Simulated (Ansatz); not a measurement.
# twin(10-13) boundary in hcp Ru with Cu (substitutional): structure and resistance

How much does the twin(10-13) boundary in hcp Ru with Cu (substitutional) reflect electrons?

Calculated with Ansatz 0.2.0; Ansatz plane-wave DFT, PBE, PAW files; relaxation of a bicrystal slab with its lowest layers held; PAW set soft_1, in the first sound run; inputs show where later runs differ.

**1. Set-up**

The cell holds 33 atoms: 32 Ru and 1 Cu. Cell: a = 8.342 Å, b = 2.706 Å, c = 31.616 Å, α = 90.0°, β = 90.0°, γ = 80.7°. It derives from Ru. built on the (1 0 3) plane; 1 overlapping atoms removed and the grains opened by 0.3 Å. Vacuum lies along c.

**2. Relaxing the bicrystal**

The boundary is built by mirroring the lower grain in the boundary plane and removing any atoms that overlap; then the Cu is put in at the boundary. A thin bicrystal slab is relaxed first, with the lowest layers held and the upper grain free to shift and open.

Input file input.yaml:

```yaml
crystal:
  lattice:
    - [8.3417110409, 0.0, 0.0]
    - [0.4388400416, 2.669976228, 0.0]
    - [0.0, 0.0, 31.6163062302]
  atoms:
    - { symbol: Ru, position: [0.708785593, 0.1039405368, 0.1581462415] }
    - { symbol: Ru, position: [0.0061764829, 0.955245092, 0.1902757162] }
    - { symbol: Ru, position: [0.4656546609, 0.7255060029, 0.1967016111] }
    - { symbol: Ru, position: [0.7630455507, 0.576810558, 0.2288310859] }
    - { symbol: Ru, position: [0.2225237287, 0.3470714689, 0.2352569808] }
    - { symbol: Ru, position: [0.5199146185, 0.1983760241, 0.2673864555] }
    - { symbol: Ru, position: [0.9793927965, 0.968636935, 0.2738123504] }
    - { symbol: Ru, position: [0.2767836864, 0.8199414902, 0.3059418252] }
    - { symbol: Ru, position: [0.7362618643, 0.5902024011, 0.3123677201] }
    - { symbol: Ru, position: [0.0336527542, 0.4415069563, 0.3444971948] }
    - { symbol: Ru, position: [0.4931309322, 0.2117678672, 0.3509230898] }
    - { symbol: Ru, position: [0.790521822, 0.0630724224, 0.3830525645] }
    - { symbol: Ru, position: [0.25, 0.8333333333, 0.3894784594] }
    - { symbol: Cu, position: [0.5473908898, 0.6846378885, 0.4216079341] }
    - { symbol: Ru, position: [0.25, 0.8333333333, 0.4632261833] }
    - { symbol: Ru, position: [0.790521822, 0.0630724224, 0.4696520783] }
    - { symbol: Ru, position: [0.4931309322, 0.2117678672, 0.501781553] }
    - { symbol: Ru, position: [0.0336527542, 0.4415069563, 0.5082074479] }
    - { symbol: Ru, position: [0.7362618643, 0.5902024011, 0.5403369226] }
    - { symbol: Ru, position: [0.2767836864, 0.8199414902, 0.5467628176] }
    - { symbol: Ru, position: [0.9793927965, 0.968636935, 0.5788922923] }
    - { symbol: Ru, position: [0.5199146185, 0.1983760241, 0.5853181872] }
    - { symbol: Ru, position: [0.2225237287, 0.3470714689, 0.6174476619] }
    - { symbol: Ru, position: [0.7630455507, 0.576810558, 0.6238735569] }
    - { symbol: Ru, position: [0.4656546609, 0.7255060029, 0.6560030316] }
    - { symbol: Ru, position: [0.0061764829, 0.955245092, 0.6624289265] }
    - { symbol: Ru, position: [0.708785593, 0.1039405368, 0.6945584013] }
    - { symbol: Ru, position: [0.2493074151, 0.3336796259, 0.7009842962] }
    - { symbol: Ru, position: [0.9519165252, 0.4823750707, 0.7331137709] }
    - { symbol: Ru, position: [0.4924383472, 0.7121141598, 0.7395396658] }
    - { symbol: Ru, position: [0.1950474574, 0.8608096046, 0.7716691406] }
    - { symbol: Ru, position: [0.7355692794, 0.0905486937, 0.7780950355] }
    - { symbol: Ru, position: [0.4381783896, 0.2392441385, 0.8102245102] }
kpoints:
  mp_grid: { grid: [3, 9, 1] }
hamiltonian:
  xc: pbe
  pseudopotentials: { kind: paw, azcp: { folder: soft_1 } }
scf:
  occupations: { method: fermi_dirac, width: 0.1 }
relax:
  f_tol: 0.03
  max_steps: 80
  constraints: [{ sites: [0, 1, 2, 3, 4, 5] }]
```

Launch:

```sh
> ansatz run input.yaml --threads 4 --pin off --max-ram 15360MiB --backend cpu --events-out ev --progress --plain --runs-dir out
```

Numbers of over 12 decimals in the logs are rounded to 6 here.

Output:

```text
Warning: crystal.symmetry: narrowed to the stabiliser of the k-point mesh — unitary ops 2 → 1; excluded 1 operation that carries a point of the 3×9×1 mesh (shift [0, 0, 0]) off the mesh (the run samples exactly the mesh kpoints.mp_grid names, as under crystal.symmetry.detect: false, and its converged state has the mesh's symmetry, not the crystal's; ε∞, the Born charges and the force constants of a linear response (`dielectric:` by the response, `phonons.method: dfpt`) are averaged over those of the crystal's operations that the state keeps within a tolerance, where `mesh_tensors`, `unaveraged_element` or `gamma_mean_max_change_ev_ang2` stands beside them; [rest of the remark cut]
Engine: ansatz 0.2.0, aarch64-unknown-linux-gnu
Pseudopotentials: kind: paw
Pseudopotential: Ru, paw, valence charge 16, recommended cutoff 420 eV (normal), soft_1/Ru.paw.azcp
Pseudopotential: Cu, paw, valence charge 19, recommended cutoff 420 eV (normal), soft_1/Cu.paw.azcp
Functional definition: PBE
  parameter kappa = 0.804
  parameter beta = 0.066725
  exchange = pbe_x(kappa = kappa, mu = beta*pi^2/3)
  correlation = pbe_c(beta = beta)
Crystal: 33 atoms, lattice volume = 704.164 Å³
Basis set: ecut = 420 eV, 13839 PW (Γ), exchange–correlation on 120×40×432 points (8 copies of the dense FFT grid, shifted against one another)
Bands: 319, of which v1, the nominal top of the filled ones, is band 266 counted from 1 (265 counted from 0)
Symmetry: 1 space group operations
k-points: 14 of 27 (time reversal used)
Non-local potential: Ru, projectors of the file, l = 0: 3, l = 1: 2, l = 2: 2, l = 3: 1
Non-local potential: Cu, projectors of the file, l = 0: 3, l = 1: 2, l = 2: 3, l = 3: 1
PAW form: soft (Blöchl's): semilocal exchange-correlation on the pseudo side does not see the compensation charge
PAW one-centre angular grid: Ru, 590 points (default); XC on 64 Gauss nodes
PAW one-centre angular grid: Cu, 590 points (default); XC on 64 Gauss nodes
Initial density: superposition of atomic densities (neutral atoms: chi_scale 0, normalization atom)
Initial wavefunctions: pseudopotential atomic-orbital guess
Functional: x = pbe(κ = 0.804, μ = 0.219515), c = pbe(β = 0.066725)
SCF iter   1: F=—  HF=-194755.468595 eV  |F-HF|=—  |Δ(HF+E_count)|=         —  Δρ=1.52e-1  dr2=2.28e2  ethr=3.10e-3  ⟨swp⟩=7.4  Hψ=17370  notcnv=0  defer=13
preconditioner: auto → LDOS  [metal: Δε(μ)=0.005 eV  Ē_g=4.899 eV  σ=0.100 eV  W_gap=0.01  n_scr=200 (ndim 8)  ℏωp=22.9 eV  f_vac=0.300  D(μ)=35.07/eV (n_scr^D=316)  β→1.0]
SCF iter   2: F=—  HF=-194759.127967 eV  |F-HF|=—  |Δ(HF+E_count)|=    3.66e0  Δρ=1.06e-1  dr2=1.23e2  ethr=3.10e-3  ⟨swp⟩=4.0  Hψ=12293  notcnv=0  defer=38
SCF iter   3: F=—  HF=-194733.528161 eV  |F-HF|=—  |Δ(HF+E_count)|=    2.56e1  Δρ=7.60e-2  dr2=5.52e1  ethr=3.10e-3  ⟨swp⟩=3.0  Hψ=10500  notcnv=0  defer=55
SCF iter   4: F=—  HF=-194732.965335 eV  |F-HF|=—  |Δ(HF+E_count)|=   5.63e-1  Δρ=3.58e-2  dr2=1.20e1  ethr=3.10e-3  ⟨swp⟩=2.1  Hψ=5758  notcnv=0  defer=54
SCF iter   5: F=—  HF=-194732.861862 eV  |F-HF|=—  |Δ(HF+E_count)|=   1.03e-1  Δρ=2.93e-2  dr2=6.81e0  ethr=2.27e-3  ⟨swp⟩=2.0  Hψ=6536  notcnv=0  defer=54
SCF iter   6: F=—  HF=-194732.737073 eV  |F-HF|=—  |Δ(HF+E_count)|=   1.25e-1  Δρ=1.83e-2  dr2=3.67e0  ethr=1.28e-3  ⟨swp⟩=1.9  Hψ=4877  notcnv=0  defer=54
SCF iter   7: F=—  HF=-194732.729901 eV  |F-HF|=—  |Δ(HF+E_count)|=   7.17e-3  Δρ=1.62e-2  dr2=2.89e0  ethr=6.91e-4  ⟨swp⟩=2.0  Hψ=5391  notcnv=0  defer=45
SCF iter   8: F=—  HF=-194732.696561 eV  |F-HF|=—  |Δ(HF+E_count)|=   3.33e-2  Δρ=1.29e-2  dr2=1.84e0  ethr=5.44e-4  ⟨swp⟩=1.5  Hψ=4693  notcnv=0  defer=45
SCF iter   9: F=—  HF=-194732.646416 eV  |F-HF|=—  |Δ(HF+E_count)|=   5.01e-2  Δρ=8.36e-3  dr2=7.94e-1  ethr=3.47e-4  ⟨swp⟩=1.7  Hψ=5673  notcnv=0  defer=45
SCF iter  10: F=—  HF=-194732.611488 eV  |F-HF|=—  |Δ(HF+E_count)|=   3.49e-2  Δρ=3.38e-3  dr2=1.33e-1  ethr=1.50e-4  ⟨swp⟩=1.8  Hψ=5400  notcnv=0  defer=45
SCF iter  11: F=—  HF=-194732.604791 eV  |F-HF|=—  |Δ(HF+E_count)|=   6.70e-3  Δρ=9.81e-4  dr2=1.11e-2  ethr=2.51e-5  ⟨swp⟩=2.0  Hψ=6730  notcnv=0  defer=45
SCF iter  12: F=—  HF=-194732.605351 eV  |F-HF|=—  |Δ(HF+E_count)|=   5.60e-4  Δρ=2.78e-4  dr2=1.10e-3  ethr=2.10e-6  ⟨swp⟩=1.9  Hψ=6042  notcnv=0  defer=45
SCF iter  13: F=—  HF=-194732.605333 eV  |F-HF|=—  |Δ(HF+E_count)|=   1.82e-5  Δρ=8.91e-5  dr2=1.16e-4  ethr=2.06e-7  ⟨swp⟩=2.0  Hψ=5729  notcnv=0  defer=45
SCF iter  14: F=-194732.605326 eV  HF=-194732.605333 eV  |F-HF|=6.48e-6  |Δ(HF+E_count)|=   4.87e-7  Δρ=3.31e-5  dr2=8.10e-6  ethr=4.24e-9  ⟨swp⟩=3.1  Hψ=16669  notcnv=0
SCF 1 converged in 14 iterations: F = -194732.605326 eV  dr2 = 8.10e-6
  greatest PAW one-centre occupation: 1.000 electrons in one spin orbital (limit 2), on the Ru atom at site 18 (counted from 0), in its partial waves of l = 0
relax step   1: F+E_penalty+E_count = -194732.60532632 eV  Δ(F+E_penalty+E_count) = +0.000e0 eV  max|allowed force component| = 1.102e0 eV/Å  Δτ_max = 0.0000 Å  (14 SCF iters, dr2 threshold 2.25e-5 eV, accepted)
Initial density: handed on by an earlier stage of this run
Initial wavefunctions: those handed on with the density
iter 1 solved again at ethr=1.77e-3 eV; its pass at ethr=3.10e-3 eV (dr2=9.41e0 eV) is discarded
SCF iter   1: F=—  HF=-194733.325667 eV  |F-HF|=—  |Δ(HF+E_count)|=         —  Δρ=1.50e-2  dr2=9.47e0  ethr=1.77e-3  ⟨swp⟩=1.0  Hψ=16499  notcnv=0  defer=28
preconditioner: auto → LDOS  [metal: Δε(μ)=0.007 eV  Ē_g=4.570 eV  σ=0.100 eV  W_gap=0.02  n_scr=200 (ndim 8)  ℏωp=22.9 eV  f_vac=0.306  D(μ)=33.94/eV (n_scr^D=302)  β→1.0]
SCF iter   2: F=—  HF=-194733.139761 eV  |F-HF|=—  |Δ(HF+E_count)|=   1.86e-1  Δρ=6.21e-3  dr2=4.25e-1  ethr=1.77e-3  ⟨swp⟩=2.1  Hψ=4852  notcnv=0  defer=28
SCF iter   3: F=—  HF=-194733.093658 eV  |F-HF|=—  |Δ(HF+E_count)|=   4.61e-2  Δρ=4.08e-3  dr2=1.93e-1  ethr=8.00e-5  ⟨swp⟩=2.9  Hψ=9804  notcnv=0  defer=38
SCF iter   4: F=—  HF=-194733.054197 eV  |F-HF|=—  |Δ(HF+E_count)|=   3.95e-2  Δρ=7.77e-4  dr2=6.70e-3  ethr=3.64e-5  ⟨swp⟩=2.3  Hψ=8247  notcnv=0  defer=38
SCF iter   5: F=—  HF=-194733.053641 eV  |F-HF|=—  |Δ(HF+E_count)|=   5.56e-4  Δρ=1.66e-4  dr2=2.03e-4  ethr=1.26e-6  ⟨swp⟩=3.0  Hψ=8457  notcnv=0  defer=47
SCF iter   6: F=—  HF=-194733.053708 eV  |F-HF|=—  |Δ(HF+E_count)|=   6.73e-5  Δρ=1.17e-4  dr2=7.87e-5  ethr=3.82e-8  ⟨swp⟩=2.3  Hψ=8167  notcnv=0  defer=47
SCF iter   7: F=-194733.053722 eV  HF=-194733.053720 eV  |F-HF|=1.10e-6  |Δ(HF+E_count)|=   1.26e-5  Δρ=3.03e-5  dr2=1.24e-5  ethr=1.43e-8  ⟨swp⟩=4.4  Hψ=13961  notcnv=0
SCF 2 converged in 7 iterations: F = -194733.053722 eV  dr2 = 1.24e-5
[...]
SCF iter   3: F=—  HF=-194733.207887 eV  |F-HF|=—  |Δ(HF+E_count)|=   5.77e-2  Δρ=3.40e-3  dr2=1.36e-1  ethr=8.33e-5  ⟨swp⟩=2.6  Hψ=9423  notcnv=0  defer=40
SCF iter   4: F=—  HF=-194733.183921 eV  |F-HF|=—  |Δ(HF+E_count)|=   2.40e-2  Δρ=6.25e-4  dr2=4.31e-3  ethr=2.55e-5  ⟨swp⟩=2.4  Hψ=8520  notcnv=0  defer=40
SCF iter   5: F=—  HF=-194733.183756 eV  |F-HF|=—  |Δ(HF+E_count)|=   1.65e-4  Δρ=1.46e-4  dr2=1.90e-4  ethr=8.11e-7  ⟨swp⟩=3.0  Hψ=9718  notcnv=0  defer=47
SCF iter   6: F=-194733.183766 eV  HF=-194733.183766 eV  |F-HF|=4.67e-8  |Δ(HF+E_count)|=   9.95e-6  Δρ=5.66e-5  dr2=2.38e-5  ethr=8.38e-9  ⟨swp⟩=3.1  Hψ=17459  notcnv=0
SCF 3 converged in 6 iterations: F = -194733.183766 eV  dr2 = 2.38e-5
relax step   3: F+E_penalty+E_count = -194733.18376630 eV  Δ(F+E_penalty+E_count) = -1.300e-1 eV  max|allowed force component| = 1.477e-1 eV/Å  Δτ_max = 0.1443 Å  (6 SCF iters, dr2 threshold 4.45e-5 eV, accepted)
[...]
relax step   4: F+E_penalty+E_count = -194733.18970871 eV  Δ(F+E_penalty+E_count) = -5.942e-3 eV  max|allowed force component| = 7.993e-2 eV/Å  Δτ_max = 0.0159 Å  (6 SCF iters, dr2 threshold 1.36e-6 eV, accepted)
SCF iter   1: F=—  HF=-194733.189942 eV  |F-HF|=—  |Δ(HF+E_count)|=         —  Δρ=4.98e-4  dr2=6.84e-3  ethr=6.41e-6  ⟨swp⟩=2.1  Hψ=7830  notcnv=0  defer=44
preconditioner: auto → LDOS  [metal: Δε(μ)=0.011 eV  Ē_g=4.590 eV  σ=0.100 eV  W_gap=0.03  n_scr=200 (ndim 8)  ℏωp=22.9 eV  f_vac=0.309  D(μ)=33.62/eV (n_scr^D=294)  β→1.0]
SCF iter   2: F=—  HF=-194733.189787 eV  |F-HF|=—  |Δ(HF+E_count)|=   1.55e-4  Δρ=2.34e-4  dr2=5.83e-4  ethr=1.29e-6  ⟨swp⟩=2.1  Hψ=6419  notcnv=0  defer=44
SCF iter   3: F=—  HF=-194733.189732 eV  |F-HF|=—  |Δ(HF+E_count)|=   5.52e-5  Δρ=1.62e-4  dr2=2.47e-4  ethr=1.10e-7  ⟨swp⟩=2.9  Hψ=9626  notcnv=0  defer=44
SCF iter   4: F=—  HF=-194733.189675 eV  |F-HF|=—  |Δ(HF+E_count)|=   5.69e-5  Δρ=5.74e-5  dr2=2.76e-5  ethr=4.66e-8  ⟨swp⟩=2.1  Hψ=6607  notcnv=0  defer=44
SCF iter   5: F=—  HF=-194733.190761 eV  |F-HF|=—  |Δ(HF+E_count)|=   1.09e-3  Δρ=1.47e-5  dr2=1.47e-6  ethr=5.19e-9  ⟨swp⟩=2.0  Hψ=6818  notcnv=0  defer=44
SCF iter   6: F=—  HF=-194733.190761 eV  |F-HF|=—  |Δ(HF+E_count)|=   3.32e-7  Δρ=5.13e-6  dr2=1.96e-7  ethr=2.76e-10  ⟨swp⟩=2.9  Hψ=8681  notcnv=0  defer=44
SCF iter   7: F=-194733.190761 eV  HF=-194733.190761 eV  |F-HF|=1.14e-8  |Δ(HF+E_count)|=   7.16e-9  Δρ=1.37e-6  dr2=1.55e-8  ethr=1.88e-11  ⟨swp⟩=5.0  Hψ=15471  notcnv=0
SCF 5 converged in 7 iterations: F = -194733.190761 eV  dr2 = 1.55e-8
relax step   5: F+E_penalty+E_count = -194733.19076072 eV  Δ(F+E_penalty+E_count) = -1.052e-3 eV  max|allowed force component| = 1.753e-2 eV/Å  Δτ_max = 0.0067 Å  (7 SCF iters, accepted)
SCF converged after 7 iterations
Free energy (F): -194733.190761 eV
Harris-Foulkes:  -194733.190761 eV  (|F-HF|=1.14e-8)
Internal energy: -194732.078894 eV  (E = F + TS)
E sigma→0 (E₀):  -194732.634827 eV
Entropy (-TS):   -1.111867 eV (-33.693 meV/atom)
Fermi energy:    13.005721 eV
--- Per-component energies (eV) ---
  E_band       = -7444.192140
  E_kinetic    = 14955.345479
  E_local      = -745226.525714  (includes V_loc(G=0)·N_el)
  E_nonlocal   = 14114.404262
  E_hartree    = 362777.221465
  E_xc         = -5489.443932
  E_vxc        = -6941.590555  (∫ρ·V_xc dr)
  E_paw        = -113867.463811  (= ΣΔE_a)
  E_vpaw       = -9900.296350  (= ΣTr[D̂ρ^β])
  E_aug_tail   = 0.021405  (compensation charges beyond the density's cutoff)
  E_ewald      = 278004.361952
  E_smearing   = -1.111867  (= −TS)
  E_closure    = -0.000000  (closes the sum)
  Σ components = -194733.190761   (vs F -194733.190761, Δ=0.00e0)
--- Forces (eV/Å), atoms counted from 1 ---
  atom   1  Ru    -0.15364136     0.02759832     0.98113398
  atom   2  Ru    -0.48699920     0.07764871     0.60384914
  atom   3  Ru     0.61891953    -0.10335702     0.43897408
  atom   4  Ru     0.01897103    -0.00117157    -0.79828749
  atom   5  Ru     0.26496304    -0.04922276    -0.85827370
  atom   6  Ru    -0.26620074     0.04811501    -0.36947433
  atom   7  Ru     0.00176324    -0.00032344     0.00484135
  atom   8  Ru    -0.00423109     0.00086221     0.00073398
  atom   9  Ru    -0.00045870     0.00000277    -0.00095629
  atom  10  Ru     0.00891989    -0.00148277    -0.01133564
  atom  11  Ru     0.00469708    -0.00069032    -0.00078104
  atom  12  Ru    -0.00941415     0.00119843     0.01447916
  atom  13  Ru    -0.00017639    -0.00122368     0.00881193
  atom  14  Cu    -0.00069319     0.00011530    -0.00585786
  atom  15  Ru    -0.00142807     0.00140450    -0.01079303
  atom  16  Ru    -0.00522575     0.00121859    -0.01212539
  atom  17  Ru     0.00326412    -0.00045928     0.00651021
  atom  18  Ru     0.00421304    -0.00048101     0.00834979
  atom  19  Ru    -0.00225523     0.00053162    -0.00343324
  atom  20  Ru    -0.00093830     0.00000073    -0.00444800
  atom  21  Ru     0.00555325    -0.00084888     0.00028212
  atom  22  Ru     0.00128857    -0.00020787    -0.00326970
  atom  23  Ru    -0.00453099     0.00079035    -0.00093048
  atom  24  Ru    -0.00097997     0.00025684    -0.00398287
  atom  25  Ru     0.00210096    -0.00029798     0.00328292
  atom  26  Ru     0.00273611    -0.00048995     0.00091994
  atom  27  Ru     0.00035415     0.00005366     0.00874556
  atom  28  Ru    -0.00114359     0.00031757    -0.00161042
  atom  29  Ru     0.00057137     0.00008244     0.00454208
  atom  30  Ru     0.00559221    -0.00090944     0.01753424
  atom  31  Ru     0.00854384    -0.00151451     0.00011241
  atom  32  Ru    -0.00481698     0.00078790    -0.00640490
  atom  33  Ru    -0.00932649     0.00169591    -0.01114514
  max |Σ_I F_I| component: 8.76e-6 eV/Å
--- Relaxed structure (5 steps of the walk, 5 accepted, 0 SCFs on fresh bases) ---
  F+E_penalty+E_count = -194733.19076072 eV   max|allowed force component| = 1.753e-2 eV/Å
  atoms:
    - { symbol: Ru, position: [0.708786, 0.103941, 0.158146] }
    - { symbol: Ru, position: [0.00617648, 0.955245, 0.1902757162] }
    - { symbol: Ru, position: [0.4656546609, 0.725506, 0.196702] }
    - { symbol: Ru, position: [0.763046, 0.576811, 0.228831] }
    - { symbol: Ru, position: [0.222524, 0.347071, 0.235257] }
    - { symbol: Ru, position: [0.5199146185, 0.198376, 0.267386] }
    - { symbol: Ru, position: [0.977740, 0.969313, 0.273007] }
    - { symbol: Ru, position: [0.276143, 0.820202, 0.304959] }
    - { symbol: Ru, position: [0.732653, 0.591804, 0.313226] }
    - { symbol: Ru, position: [0.025154, 0.445485, 0.344711] }
    - { symbol: Ru, position: [0.487243, 0.214145, 0.350918] }
    - { symbol: Ru, position: [0.795704, 0.060187, 0.384561] }
    - { symbol: Ru, position: [0.242967, 0.836572, 0.387400] }
    - { symbol: Cu, position: [0.547125, 0.684910, 0.423183] }
    - { symbol: Ru, position: [0.244225, 0.836837, 0.459446] }
    - { symbol: Ru, position: [0.793823, 0.061924, 0.462377] }
    - { symbol: Ru, position: [0.487863, 0.214850, 0.495393] }
    - { symbol: Ru, position: [0.025437, 0.446307, 0.501673] }
    - { symbol: Ru, position: [0.733706, 0.592252, 0.533636] }
    - { symbol: Ru, position: [0.277060, 0.820505, 0.542267] }
    - { symbol: Ru, position: [0.979036, 0.969639, 0.572501] }
    - { symbol: Ru, position: [0.519225, 0.199780, 0.579232] }
    - { symbol: Ru, position: [0.219646, 0.349222, 0.612549] }
    - { symbol: Ru, position: [0.763527, 0.577536, 0.617727] }
    - { symbol: Ru, position: [0.466135, 0.726386, 0.650693] }
    - { symbol: Ru, position: [0.00647277, 0.956045, 0.657573] }
    - { symbol: Ru, position: [0.708413, 0.105141, 0.689090] }
    - { symbol: Ru, position: [0.247333, 0.335633, 0.696004] }
    - { symbol: Ru, position: [0.953810, 0.482343, 0.730200] }
    - { symbol: Ru, position: [0.494474, 0.712373, 0.735183] }
    - { symbol: Ru, position: [0.201725, 0.858210, 0.764926] }
    - { symbol: Ru, position: [0.733365, 0.092474, 0.770044] }
    - { symbol: Ru, position: [0.433920, 0.242914, 0.801988] }
```

Elapsed: 20 min, on 4 threads of Arm Neoverse N1, shared host; peak memory 5.2 GiB.

The steps of the relaxation:

```
step  energy less that of the first step (eV)  largest force component (eV/Å)
   1                                   0.0000                          1.1018
   2                                  -0.4484                          0.8440
   3                                  -0.5784                          0.1477
   4                                  -0.5844                          0.0799
   5                                  -0.5854                          0.0175
```

The atoms that moved most (Å):

```
atom      dx      dy      dz  length
Ru33  -0.034   0.010  -0.260   0.263
Ru32  -0.018   0.005  -0.255   0.255
Ru16   0.027  -0.003  -0.230   0.232
Ru31   0.055  -0.007  -0.213   0.220
Ru18  -0.066   0.013  -0.207   0.217
Ru19  -0.020   0.005  -0.212   0.213
Ru17  -0.043   0.008  -0.202   0.207
Ru21  -0.003   0.003  -0.202   0.202
```

This step gave:

```
free energy             : -194733.1908 eV
energy at zero smearing : -194732.6348 eV
Fermi energy            : 13.01 eV
```

The largest force component on a free atom ends at 0.018 eV/Å, under the tolerance of 0.03, after 5 steps.

[end of part 1 of 2]

[Logs are printed without paths, hosts, clocks, repeated set-up lines and the standing remarks that a program may print on its own settings, such as how far it seeks lower states.]

[Hosts, paths, dates, database ids (printed as entryN), source tags and the programs' standing remarks are cut or masked in the printed files.]
